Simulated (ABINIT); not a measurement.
# C (R-3m) in ABINIT: single point with LDA

Aim: the single point of C with LDA.

Everything below comes from runs of ABINIT 10.8.3 (patched build). Logs are shortened: lines on timing, memory, paths and dates and some standing lists are left out, and cuts for length are marked. The log counts tension as positive stress, the text compression.

## Step 1: The cell of the first run

It takes space group R-3m (No. 166, trigonal). Conventional cell: a = 2.530 Å, b = 2.530 Å, c = 25.494 Å, α = 90.00°, β = 90.00°, γ = 120.00°. C (site symmetry 3m) has 3 C at 1.46 Å as nearest neighbours. C (site symmetry 3m) is surrounded by 3 C at 1.46 Å.

This isn't the form of C at room conditions, which is graphite.

## Step 2: Single point, LDA (cell stretched)

Contents of run.abi:

```
pp_dirpath "./"
pseudos "C.LDA_PW-JTH.xml"

acell 8.6225150162 8.6225150162 8.6225150162 Angstrom
rprim
     0.1467359800     0.0847180575     0.9855411726
    -0.1467359800     0.0847180575     0.9855411726
     0.0000000000    -0.1694361151     0.9855411726
ntypat 1
znucl 6
natom 4
typat 1 1 1 1
xred
     0.0871730800     0.0871730800     0.0871730800
     0.7538500600     0.7538500600     0.7538500600
     0.2461499400     0.2461499400     0.2461499400
     0.9128269200     0.9128269200     0.9128269200
chkprim 0
chksymtnons 0
tolsym 1.0e-6

ecut 19.0
pawecutdg 38.0
pawovlp 30

kptopt 1
ngkpt 9 9 9
nshiftk 1
shiftk 0.0 0.0 0.0

ixc 7

nband 12
occopt 3
tsmear 0.00183747

nstep 100
tolvrs 1.0e-9

iomode 3
prtwf 0
prtden 0
prteig 0
prtebands 0
enunit 1
```

Potentials or basis: JTH PAW LDA v2.0.

On the command line:

```sh
abinit run.abi > log 2>&1
```

run.abo:

```text
.Version 10.8.3 of ABINIT
 Symmetries : space group R-3 m (#166); Bravais hR (rhombohedral)
================================================================================
 Values of the parameters that define the memory need of the present run
     intxc =       0    ionmov =       0      iscf =      17    lmnmax =       8
     lnmax =       4     mgfft =      64  mpssoang =       2    mqgrid =    3001
     natom =       4  nloc_mem =       2    nspden =       1   nspinor =       1
    nsppol =       1      nsym =      12    n1xccc =       1    ntypat =       1
    occopt =       3   xclevel =       1
       mpw =        1276          nfft =      262144          nkpt =          85
 PAW method is used; the additional fine FFT grid is defined by:
   mgfftf=        96    nfftf =    884736
================================================================================
================================================================================

--------------------------------------------------------------------------------
------------- Echo of variables that govern the present computation ------------
--------------------------------------------------------------------------------
 -outvars: echo values of preprocessed input variables --------
            acell      1.6294191897E+01  1.6294191897E+01  1.6294191897E+01 Bohr
              amu      1.20110000E+01
          chkprim           0
      chksymtnons           0
             ecut      1.90000000E+01 Hartree
           enunit           1
                       outvar_i_n : Printing only first  50 k-points.
              ixc           7
                       outvar_i_n : Printing only first  50 k-points.
         kptrlatt        9    0    0      0    9    0      0    0    9
          kptrlen      4.30369959E+01
            natom           4
            nband          12
            ngfft          64      64      64
          ngfftdg          96      96      96
             nkpt          85
            nstep         100
             nsym          12
           ntypat           1
                       prtocc : prtvol=0, do not print more k-points.
           occopt           3
        pawecutdg      3.80000000E+01 Hartree
          pawovlp      3.0000000000E+01
           prtden           0
        prtebands           0
           prteig           0
            prtwf           0
            rprim      1.4673598000E-01  8.4718057500E-02  9.8554117260E-01
                      -1.4673598000E-01  8.4718057500E-02  9.8554117260E-01
                       0.0000000000E+00 -1.6943611510E-01  9.8554117260E-01
          spgroup         166
           tolsym      1.00000000E-06
           tolvrs      1.00000000E-09
           tsmear      1.83747000E-03 Hartree
            typat      1  1  1  1
           useylm           1
                       outvars : Printing only first  50 k-points.
           xangst     -2.2015647426E-17 -7.5165108506E-11  2.2223495894E+00
                       1.7486836544E-16 -6.5000836457E-10  1.9218299632E+01
                       3.5835287580E-17 -2.1224315932E-10  6.2752310471E+00
                      -1.0476339569E-16 -7.8708639925E-10  2.3271181090E+01
            xcart     -4.1603544121E-17 -1.4204146930E-10  4.1996320800E+00
                       3.3045331877E-16 -1.2283377886E-09  3.6317322911E+01
                       6.7718879169E-17 -4.0108144321E-10  1.1858468056E+01
                      -1.9797412588E-16 -1.4873777320E-09  4.3976158887E+01
             xred      8.7173080000E-02  8.7173080000E-02  8.7173080000E-02
                       7.5385006000E-01  7.5385006000E-01  7.5385006000E-01
                       2.4614994000E-01  2.4614994000E-01  2.4614994000E-01
                       9.1282692000E-01  9.1282692000E-01  9.1282692000E-01
            znucl        6.00000

================================================================================

 chkinp: Checking input parameters for consistency.

================================================================================
== DATASET  1 ==================================================================

--- !DatasetInfo
iteration_state: {dtset: 1, }
dimensions: {natom: 4, nkpt: 85, mband: 12, nsppol: 1, nspinor: 1, nspden: 1, mpw: 1276, }
cutoff_energies: {ecut:  19.0, pawecutdg:  38.0, }
electrons: {nelect:   1.60000000E+01, charge:   0.00000000E+00, occopt:   3.00000000E+00, tsmear:   1.83747000E-03, }
meta: {optdriver: 0, ionmov: 0, optcell: 0, iscf: 17, paral_kgb: 0, }
...

 Exchange-correlation functional for the present dataset will be:
  LDA: Perdew-Wang 92 LSD fit to Ceperley-Alder data - ixc=7
  J.P.Perdew and Y.Wang, PRB 45, 13244 (1992)

 Real(R)+Recip(G) space primitive vectors, cartesian coordinates (Bohr,Bohr^-1):
 R(1)=  2.3909442  1.3804123 16.0585970  G(1)=  0.2091224  0.1207369  0.0207573
 R(2)= -2.3909442  1.3804123 16.0585970  G(2)= -0.2091224  0.1207369  0.0207573
 R(3)=  0.0000000 -2.7608246 16.0585970  G(3)=  0.0000000 -0.2414738  0.0207573
 Unit cell volume ucvol=  3.1800731E+02 bohr^3
 Angles (23,13,12)=  1.68756378E+01  1.68756378E+01  1.68756378E+01 degrees

 Coarse grid specifications (used for wave-functions):

 getcut: wavevector=  0.0000  0.0000  0.0000  ngfft=  64  64  64
         ecut(hartree)=     19.000   => boxcut(ratio)=   2.00395

 Fine grid specifications (used for densities):

 getcut: wavevector=  0.0000  0.0000  0.0000  ngfft=  96  96  96
         ecut(hartree)=     38.000   => boxcut(ratio)=   2.12319

--- Pseudopotential description ------------------------------------------------
- pspini: atom type   1  psp file is ./C.LDA_PW-JTH.xml
 Pseudopotential format is: paw10
 basis_size (lnmax)=  4 (lmn_size=  8), orbitals=   0   0   1   1
 Spheres core radius: rc_sph= 1.50736703
 Shapefunction is SIN type: shapef(r)=[sin(pi*r/rshp)/(pi*r/rshp)]**2
 Radius for shape functions =  1.30052589
 Compensation charge density is not taken into account in XC energy/potential

   2.81728342E+02                                ecore*ucvol(ha*bohr**3)
--------------------------------------------------------------------------------

================================================================================

--- !BeginCycle
iteration_state: {dtset: 1, }
solver: {iscf: 17, nstep: 100, nline: 4, wfoptalg: 10, }
tolerances: {tolvrs: 1.00E-09, }
...

     iter   Etot(hartree)      deltaE(h)  residm     nres2
 ETOT  1  -23.083629234590    -2.308E+01 3.969E-02 1.949E+02
 ETOT  2  -23.049461446742     3.417E-02 1.526E-02 2.189E+01
 ETOT  3  -23.038786813281     1.067E-02 7.204E-03 9.710E-01
 ETOT  4  -23.038556443257     2.304E-04 2.728E-03 1.263E-01
 ETOT  5  -23.038501063554     5.538E-05 2.949E-03 3.333E-02
 ETOT  6  -23.038515416001    -1.435E-05 1.383E-03 5.665E-03
 ETOT  7  -23.038518151292    -2.735E-06 7.444E-04 6.678E-04
 ETOT  8  -23.038518271309    -1.200E-07 8.024E-04 1.733E-04
 ETOT  9  -23.038518116330     1.550E-07 8.144E-04 4.369E-05
 ETOT 10  -23.038518052507     6.382E-08 1.100E-03 9.279E-07
 ETOT 11  -23.038518052930    -4.238E-10 5.306E-04 1.761E-07
 ETOT 12  -23.038518052926     4.597E-12 5.415E-04 1.008E-07
 ETOT 13  -23.038518052908     1.796E-11 1.390E-04 1.089E-08
 ETOT 14  -23.038518052895     1.254E-11 1.281E-04 3.235E-09
 ETOT 15  -23.038518052898    -2.629E-12 4.978E-05 1.186E-10

 At SCF step   15       nres2   =  1.19E-10 < tolvrs=  1.00E-09 =>converged.

 Cartesian components of stress tensor (hartree/bohr^3)
  sigma(1 1)=  1.03465460E-03  sigma(3 2)=  1.29217252E-13
  sigma(2 2)=  1.03465460E-03  sigma(3 1)=  0.00000000E+00
  sigma(3 3)=  3.20588137E-05  sigma(2 1)=  0.00000000E+00

--- !ResultsGS
iteration_state: {dtset: 1, }
comment   : Summary of ground state results
lattice_vectors:
- [  2.3909442,   1.3804123,  16.0585970, ]
- [ -2.3909442,   1.3804123,  16.0585970, ]
- [  0.0000000,  -2.7608246,  16.0585970, ]
lattice_lengths: [  16.29419,   16.29419,   16.29419, ]
lattice_angles: [ 16.876,  16.876,  16.876, ] # degrees, (23, 13, 12)
lattice_volume:   3.1800731E+02
convergence: {deltae: -2.629E-12, res2:  1.186E-10, residm:  4.978E-05, diffor: null, }
etotal    :  -2.30385181E+01
entropy   :   0.00000000E+00
fermie    :   8.67694648E-02
cartesian_stress_tensor: # hartree/bohr^3
- [  1.03465460E-03,   0.00000000E+00,   0.00000000E+00, ]
- [  0.00000000E+00,   1.03465460E-03,   1.29217252E-13, ]
- [  0.00000000E+00,   1.29217252E-13,   3.20588137E-05, ]
pressure_GPa:  -2.0608E+01
xred      :
- [  8.7173E-02,   8.7173E-02,   8.7173E-02,  C]
- [  7.5385E-01,   7.5385E-01,   7.5385E-01,  C]
- [  2.4615E-01,   2.4615E-01,   2.4615E-01,  C]
- [  9.1283E-01,   9.1283E-01,   9.1283E-01,  C]
cartesian_forces: # hartree/bohr
- [  1.86378882E-20,   1.37915436E-20,   2.54536823E-04, ]
- [  1.35789708E-19,   7.89610703E-20,   1.11975531E-04, ]
- [ -8.60115571E-20,  -5.37048514E-20,  -1.11975531E-04, ]
- [ -6.84160389E-20,  -3.90477624E-20,  -2.54536823E-04, ]
force_length_stats: {min:   1.11975531E-04, max:   2.54536823E-04, mean:   1.83256177E-04, }
...

 Integrated electronic density in atomic spheres:
 ------------------------------------------------
 Atom  Sphere_radius  Integrated_density
    1        1.50737          2.62986282
    2        1.50737          2.63051153
    3        1.50737          2.63051153
    4        1.50737          2.62986282

================================================================================

 ----iterations are completed or convergence reached----

 Mean square residual over all n,k,spin=   48.119E-08; max=  49.780E-06
 reduced coordinates (array xred) for    4 atoms
       0.087173080000      0.087173080000      0.087173080000
       0.753850060000      0.753850060000      0.753850060000
       0.246149940000      0.246149940000      0.246149940000
       0.912826920000      0.912826920000      0.912826920000
 rms dE/dt=  3.1576E-03; max dE/dt=  4.0875E-03; dE/dt below (all hartree)
    1      -0.004087504264     -0.004087504264     -0.004087504264
    2      -0.001798169923     -0.001798169923     -0.001798169923
    3       0.001798169923      0.001798169923      0.001798169923
    4       0.004087504264      0.004087504264      0.004087504264

 cartesian coordinates (angstrom) at end:
    1     -0.00000000000000    -0.00000000007517     2.22234958940481
    2      0.00000000000000    -0.00000000065001    19.21829963233827
    3      0.00000000000000    -0.00000000021224     6.27523104714230
    4     -0.00000000000000    -0.00000000078709    23.27118109007575

 cartesian forces (hartree/bohr) at end:
    1      0.00000000000000     0.00000000000000     0.00025453682328
    2      0.00000000000000     0.00000000000000     0.00011197553089
    3     -0.00000000000000    -0.00000000000000    -0.00011197553089
    4     -0.00000000000000    -0.00000000000000    -0.00025453682328
 frms,max,avg= 1.1352497E-04 2.5453682E-04   0.000E+00  0.000E+00  0.000E+00 h/b

 cartesian forces (eV/Angstrom) at end:
    1      0.00000000000000     0.00000000000000     0.01308880971071
    2      0.00000000000000     0.00000000000000     0.00575801330911
    3     -0.00000000000000    -0.00000000000000    -0.00575801330911
    4     -0.00000000000000    -0.00000000000000    -0.01308880971071
 frms,max,avg= 5.8376887E-03 1.3088810E-02   0.000E+00  0.000E+00  0.000E+00 e/A
 length scales= 16.294191897145 16.294191897145 16.294191897145 bohr
              =  8.622515016200  8.622515016200  8.622515016200 angstroms
 Fermi (or HOMO) energy (eV) =   2.36112   Average Vxc (eV)=  -9.13484
 Eigenvalues (   eV  ) for nkpt=  85  k points:
 kpt#   1, nband= 12, wtk=  0.00137, kpt=  0.0000  0.0000  0.0000 (reduced coord)
 -16.34970  -16.30238   -5.04723   -4.47022   -0.68719   -0.68719   -0.68503   -0.68503
   5.36159    8.71414   10.13244   10.14007
 prteigrs : prtvol=0 or 1, do not print more k-points.

--- !EnergyTerms
iteration_state     : {dtset: 1, }
comment             : Components of total free energy in Hartree
kinetic             :  1.32465671112675E+01
hartree             :  1.09038688625981E+01
xc                  : -8.36013560923181E+00
Ewald energy        : -1.11683901432203E+01
psp_core            :  8.85917804882421E-01
local_psp           : -3.14830999343976E+01
PAW spherical_terms :  2.93687476787432E+00
internal            : -2.30383971402274E+01
'-kT*entropy'       : -1.21437983462647E-04
total_energy        : -2.30385185782108E+01
total_energy_eV     : -6.26910027566904E+02
...

--- !EnergyTermsDC
iteration_state     : {dtset: 1, }
comment             : '"Double-counting" decomposition of free energy'
band_energy         : -3.76510100180856E+00
Ewald energy        : -1.11683901432203E+01
psp_core            :  8.85917804882421E-01
xc_dc               : -1.05282786334702E+01
PAW spherical_terms :  1.53745535870206E+00
internal            : -2.30383966149146E+01
'-kT*entropy'       : -1.21437983462647E-04
total_energy_dc     : -2.30385180528980E+01
total_energy_dc_eV  : -6.26910013272414E+02
...

--- !EnergyTermsWithPAWCore
iteration_state     : {dtset: 1, }
comment             : 'Components of total free energy, including PAW core contributions'
Total energy        : -1.51237902779016E+02
Total energy DC     : -1.51237902253703E+02
Total energy (eV)   : -4.11539298755192E+03
Total energy DC (eV): -4.11539297325743E+03
...

 Cartesian components of stress tensor (hartree/bohr^3)
  sigma(1 1)=  1.03465460E-03  sigma(3 2)=  1.29217252E-13
  sigma(2 2)=  1.03465460E-03  sigma(3 1)=  0.00000000E+00
  sigma(3 3)=  3.20588137E-05  sigma(2 1)=  0.00000000E+00

-Cartesian components of stress tensor (GPa)         [Pressure= -2.0608E+01 GPa]
- sigma(1 1)=  3.04405892E+01  sigma(3 2)=  3.80170282E-09
- sigma(2 2)=  3.04405893E+01  sigma(3 1)=  0.00000000E+00
- sigma(3 3)=  9.43202864E-01  sigma(2 1)=  0.00000000E+00

== END DATASET(S) ==============================================================
================================================================================

 -outvars: echo values of variables after computation  --------
            acell      1.6294191897E+01  1.6294191897E+01  1.6294191897E+01 Bohr
           etotal     -2.3038518053E+01
            fcart      1.8637888200E-20  1.3791543575E-20  2.5453682328E-04
                       1.3578970777E-19  7.8961070275E-20  1.1197553089E-04
                      -8.6011557087E-20 -5.3704851412E-20 -1.1197553089E-04
                      -6.8416038879E-20 -3.9047762437E-20 -2.5453682328E-04
            rprim      1.4673598000E-01  8.4718057500E-02  9.8554117260E-01
                      -1.4673598000E-01  8.4718057500E-02  9.8554117260E-01
                       0.0000000000E+00 -1.6943611510E-01  9.8554117260E-01
           strten      1.0346545976E-03  1.0346545994E-03  3.2058813737E-05
                       1.2921725231E-13  0.0000000000E+00  0.0000000000E+00
           xangst     -2.2015647426E-17 -7.5165108506E-11  2.2223495894E+00
                       1.7486836544E-16 -6.5000836457E-10  1.9218299632E+01
                       3.5835287580E-17 -2.1224315932E-10  6.2752310471E+00
                      -1.0476339569E-16 -7.8708639925E-10  2.3271181090E+01
             xred      8.7173080000E-02  8.7173080000E-02  8.7173080000E-02
                       7.5385006000E-01  7.5385006000E-01  7.5385006000E-01
                       2.4614994000E-01  2.4614994000E-01  2.4614994000E-01
                       9.1282692000E-01  9.1282692000E-01  9.1282692000E-01
 Calculation completed.
```

Run time: 4.7 min. Hardware: 1 thread of AMD EPYC 7R43 (Zen 3), shared host; peak memory 0.31 GiB.

What came out:

```
Free energy            : -626.9100 eV
Pressure               : -20.6 GPa
Largest force          : 0.013 eV/Å
Band gap on the k mesh : 0.17 eV, direct
```

Forces on the atoms (eV/Å):
```
C    0.000  0.000  0.013
C    0.000  0.000  0.006
C    0.000  0.000 -0.006
C    0.000  0.000 -0.013
```

Stress tensor (GPa, compression positive):
```
-30.44   0.00   0.00
  0.00 -30.44   0.00
  0.00   0.00  -0.94
```

Caveat: an odd mesh through Γ misses points on the zone boundary, where band edges often lie; the atomic spheres overlap.
